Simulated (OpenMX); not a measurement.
# InAs (F-43m) in OpenMX: further runs, part 2 of 2

OpenMX 3.8.5. The steps go on from the part before.

## (3) Single point, LDA, 27.49 Å³/atom

The input, InAs.dat:

```
System.CurrrentDirectory             ./
System.Name                          InAs
DATA.PATH                            ./DFT_DATA13
level.of.stdout                      1
level.of.fileout                     0
Species.Number                       2
<Definition.of.Atomic.Species
  In  In7.0-s3p2d2           In_CA13
  As  As7.0-s3p2d2           As_CA13
Definition.of.Atomic.Species>

Atoms.Number                         2
Atoms.SpeciesAndCoordinates.Unit     FRAC
<Atoms.SpeciesAndCoordinates
    1  In    0.0000000000    0.0000000000    0.0000000000   6.500  6.500
    2  As    0.7500000000    0.7500000000    0.7500000000   7.500  7.500
Atoms.SpeciesAndCoordinates>

Atoms.UnitVectors.Unit               Ang
<Atoms.UnitVectors
     0.0000000000    3.0180000000    3.0180000000
     3.0180000000    0.0000000000    3.0180000000
     3.0180000000    3.0180000000    0.0000000000
Atoms.UnitVectors>

scf.XcType                           LDA
scf.SpinPolarization                 off
scf.ElectronicTemperature            580.226
scf.energycutoff                     500.0
scf.maxIter                          100
scf.EigenvalueSolver                 band
scf.Kgrid                            9 9 9
scf.Mixing.Type                      rmm-diisk
scf.Init.Mixing.Weight               0.05
scf.Min.Mixing.Weight                0.001
scf.Max.Mixing.Weight                0.3
scf.Mixing.History                   25
scf.Mixing.StartPulay                8
scf.criterion                        1.0e-8
MD.Type                              nomd
```

Potentials or basis: OpenMX 2013 LDA set, In7.0-s3p2d2, As7.0-s3p2d2, fixed grid of 48 × 48 × 48 points.

The run is started by

```bash
$ openmx InAs.dat -nt 1 > InAs.std
```

Run time: 94 s. Hardware: 1 thread of Intel Xeon Platinum 8488C (Sapphire Rapids), shared host; peak memory 0.82 GiB.

The run converged. Its results:

* Free energy: -4451.1473 eV
* Band gap on the k mesh: none (metal or under the smearing width)
* Mulliken charges: In +0.27; As -0.27 e

Caveat: the basis has few d functions beyond the semicore shells, which can make volumes several per cent too large; Mulliken charges move with the basis; the basis of atomic orbitals isn't converged, which shifts pressures, moduli and gaps.

## (4) Single point, LDA, 26.94 Å³/atom (volume scaled by 0.98)

Changes to InAs.dat since step 3:

```diff
@@ -20,5 +20,5 @@
 <Atoms.UnitVectors
-     0.0000000000    3.0180000000    3.0180000000
-     3.0180000000    0.0000000000    3.0180000000
-     3.0180000000    3.0180000000    0.0000000000
+     0.0000000000    2.9977443561    2.9977443561
+     2.9977443561    0.0000000000    2.9977443561
+     2.9977443561    2.9977443561    0.0000000000
 Atoms.UnitVectors>
@@ -28,3 +28,2 @@
 scf.ElectronicTemperature            580.226
-scf.energycutoff                     500.0
 scf.maxIter                          100
@@ -40 +39,3 @@
 MD.Type                              nomd
+scf.Ngrid                            48 48 48
+scf.energycutoff                     500.0
```

The run is started by

```bash
$ openmx InAs.dat -nt 1 > InAs.std
```

It took 99 s on 1 thread of Intel Xeon Platinum 8488C (Sapphire Rapids), shared host; peak memory 0.83 GiB.

The run converged. Its results:

```
Free energy            : -4451.1291 eV
Band gap on the k mesh : none (metal or under the smearing width)
Mulliken charges       : In +0.28; As -0.28 e
```

Caveat: the basis has few d functions beyond the semicore shells, which can make volumes several per cent too large; Mulliken charges move with the basis; the basis of atomic orbitals isn't converged, which shifts pressures, moduli and gaps.

## (5) Single point, LDA, 28.04 Å³/atom (volume scaled by 1.02)

Changes to InAs.dat since step 4:

```diff
@@ -20,5 +20,5 @@
 <Atoms.UnitVectors
-     0.0000000000    2.9977443561    2.9977443561
-     2.9977443561    0.0000000000    2.9977443561
-     2.9977443561    2.9977443561    0.0000000000
+     0.0000000000    3.0379873375    3.0379873375
+     3.0379873375    0.0000000000    3.0379873375
+     3.0379873375    3.0379873375    0.0000000000
 Atoms.UnitVectors>
```

The run is started by

```bash
$ openmx InAs.dat -nt 1 > InAs.std
```

Run time: 78 s. Hardware: 1 thread of Intel Xeon Platinum 8488C (Sapphire Rapids), shared host; peak memory 0.78 GiB.

Results (log left out):

```
Free energy            : -4451.1579 eV
Band gap on the k mesh : none (metal or under the smearing width)
Mulliken charges       : In +0.26; As -0.26 e
```

Caveat: the basis has few d functions beyond the semicore shells, which can make volumes several per cent too large; Mulliken charges move with the basis; the basis of atomic orbitals isn't converged, which shifts pressures, moduli and gaps.

## (6) Single point, LDA, 26.39 Å³/atom (volume scaled by 0.96)

Changes to InAs.dat since step 5:

```diff
@@ -20,5 +20,5 @@
 <Atoms.UnitVectors
-     0.0000000000    3.0379873375    3.0379873375
-     3.0379873375    0.0000000000    3.0379873375
-     3.0379873375    3.0379873375    0.0000000000
+     0.0000000000    2.9772112161    2.9772112161
+     2.9772112161    0.0000000000    2.9772112161
+     2.9772112161    2.9772112161    0.0000000000
 Atoms.UnitVectors>
```

Potentials or basis: OpenMX 2013 LDA set, In7.0-s3p2d2, As7.0-s3p2d2, fixed grid of 48 × 48 × 48 points.

The run is started by

```bash
$ openmx InAs.dat -nt 1 > InAs.std
```

Wall time 1.7 min (1 thread of Intel Xeon Platinum 8488C (Sapphire Rapids), shared host); peak memory 0.84 GiB.

Results (log left out):

| Quantity | Value |
| --- | --- |
| Free energy | -4451.1007 eV |
| Band gap on the k mesh | none (metal or under the smearing width) |
| Mulliken charges | In +0.29; As -0.29 e |

Caveat: the basis has few d functions beyond the semicore shells, which can make volumes several per cent too large; Mulliken charges move with the basis; the basis of atomic orbitals isn't converged, which shifts pressures, moduli and gaps.

## (7) Single point, LDA, 28.59 Å³/atom (volume scaled by 1.04)

Changes to InAs.dat since step 6:

```diff
@@ -20,5 +20,5 @@
 <Atoms.UnitVectors
-     0.0000000000    2.9772112161    2.9772112161
-     2.9772112161    0.0000000000    2.9772112161
-     2.9772112161    2.9772112161    0.0000000000
+     0.0000000000    3.0577150807    3.0577150807
+     3.0577150807    0.0000000000    3.0577150807
+     3.0577150807    3.0577150807    0.0000000000
 Atoms.UnitVectors>
```

The run is started by

```bash
$ openmx InAs.dat -nt 1 > InAs.std
```

Run time: 80 s. Hardware: 1 thread of Intel Xeon Platinum 8488C (Sapphire Rapids), shared host; peak memory 0.78 GiB.

Results (log left out):

```yaml
Free_energy: -4451.1596 eV
Band_gap_on_the_k_mesh: none (metal or under the smearing width)
Mulliken_charges: In +0.25; As -0.25 e
```

Caveat: the basis has few d functions beyond the semicore shells, which can make volumes several per cent too large; Mulliken charges move with the basis; the basis of atomic orbitals isn't converged, which shifts pressures, moduli and gaps.

## (8) Single point, LDA, 25.84 Å³/atom (volume scaled by 0.94)

Changes to InAs.dat since step 7:

```diff
@@ -20,5 +20,5 @@
 <Atoms.UnitVectors
-     0.0000000000    3.0577150807    3.0577150807
-     3.0577150807    0.0000000000    3.0577150807
-     3.0577150807    3.0577150807    0.0000000000
+     0.0000000000    2.9563908761    2.9563908761
+     2.9563908761    0.0000000000    2.9563908761
+     2.9563908761    2.9563908761    0.0000000000
 Atoms.UnitVectors>
```

The run is started by

```bash
$ openmx InAs.dat -nt 1 > InAs.std
```

Run time: 1.7 min. Hardware: 1 thread of Intel Xeon Platinum 8488C (Sapphire Rapids), shared host; peak memory 0.92 GiB.

Results (log left out):

```yaml
Free_energy: -4451.0603 eV
Band_gap_on_the_k_mesh: 0.15 eV, direct
Mulliken_charges: In +0.31; As -0.31 e
```

Caveat: the basis has few d functions beyond the semicore shells, which can make volumes several per cent too large; Mulliken charges move with the basis; spin-orbit coupling is left out, which moves the levels of the heavy elements; the basis of atomic orbitals isn't converged, which shifts pressures, moduli and gaps.

## (9) Single point, LDA, 29.14 Å³/atom (volume scaled by 1.06)

Changes to InAs.dat since step 8:

```diff
@@ -20,5 +20,5 @@
 <Atoms.UnitVectors
-     0.0000000000    2.9563908761    2.9563908761
-     2.9563908761    0.0000000000    2.9563908761
-     2.9563908761    2.9563908761    0.0000000000
+     0.0000000000    3.0771914981    3.0771914981
+     3.0771914981    0.0000000000    3.0771914981
+     3.0771914981    3.0771914981    0.0000000000
 Atoms.UnitVectors>
```

Potentials or basis: OpenMX 2013 LDA set, In7.0-s3p2d2, As7.0-s3p2d2, fixed grid of 48 × 48 × 48 points.

The run is started by

```bash
$ openmx InAs.dat -nt 1 > InAs.std
```

Run time: 74 s. Hardware: 1 thread of Intel Xeon Platinum 8488C (Sapphire Rapids), shared host; peak memory 0.77 GiB.

The run converged. Its results:

* Free energy: -4451.1536 eV
* Band gap on the k mesh: none (metal or under the smearing width)
* Mulliken charges: In +0.24; As -0.24 e

Caveat: the basis has few d functions beyond the semicore shells, which can make volumes several per cent too large; Mulliken charges move with the basis; the basis of atomic orbitals isn't converged, which shifts pressures, moduli and gaps.

## (10) Equation of state, LDA

Potentials or basis: OpenMX 2013 LDA set, In7.0-s3p2d2, As7.0-s3p2d2, fixed grid of 48 × 48 × 48 points.

This step only gathers the single runs of the series.

Results:

| Property | Result |
| --- | --- |
| Equilibrium volume | 28.43 Å³/atom |
| Bulk modulus | 56 GPa |
| Pressure derivative of the bulk modulus | 4.5 (rough: it moves with the points fitted) |

Energy against volume, from the lowest point:
| volume (Å³/atom) | energy (meV/atom) |
| --- | --- |
| 25.840 | 49.64 |
| 26.389 | 29.42 |
| 26.939 | 15.24 |
| 27.489 | 6.15 |
| 28.039 | 0.87 |
| 28.588 | 0.00 |
| 29.138 | 2.99 |

Caveat: the basis has few d functions beyond the semicore shells, which can make volumes several per cent too large; volumes in these bases differ from converged ones by about 1 %, for some elements by several; the basis of atomic orbitals isn't converged, which shifts pressures, moduli and gaps.

## (11) Comparison with measurements

Step 2. Measured gap of InAs: 0.418 eV (direct; 4.2 K; a printed reference work, data compilation). This calculation gives 0.00 eV (-0.42 eV). Spin-orbit coupling on As, In is left out. The value is that of LDA in an atomic basis (OpenMX 2013 LDA set, In7.0-s3p2d2, As7.0-s3p2d2, grid cutoff 500 Ry), whose error adds to the functional's,, without temperature or zero-point motion. Semilocal functionals fall short of measured gaps as a rule.
